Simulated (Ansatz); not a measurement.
## KF: modes and screening against the lattice constant

Method: DFT PBE, scalar-relativistic, plane waves, PAW in Ansatz. Cutoff 420 eV, 8×8×8 k-points (Γ-centred), fixed occupations. No spin polarisation. Phonons by linear response, acoustic sum rule imposed.

The cell is fixed (symmetry leaves no force on the atoms) and stands under 1.4 GPa:
```
K F
1.0
     0.00000    2.91500    2.91500
     2.91500    0.00000    2.91500
     2.91500    2.91500    0.00000
K F
1 1
Direct
  0.00000 0.00000 0.00000
  0.25000 0.25000 0.25000
```

The cell is the ideal cubic zincblende prototype; this isn't the usual structure of the compound.

How do the optical zone-centre modes (counted from the lowest optical one, degenerate ones once; i marks imaginary ones; without the LO field) and the screening change over a = 5.830 and 5.952 Å?

Results:

| a (Å) | 5.830 | 5.952 |
| --- | --- | --- |
| pressure (GPa) | 1.4 | 0.0 |
| gap on the mesh (eV) | 5.23 | 5.06 |
| ε∞ | 1.76 | 1.73 |
| ε0 | 3.6 | 3.9 |
| mode 1 (cm⁻¹) | 225 | 199 |

Cost: 2 runs of about 1.5 core-minutes in all, on Arm Neoverse N1 (shared hosts).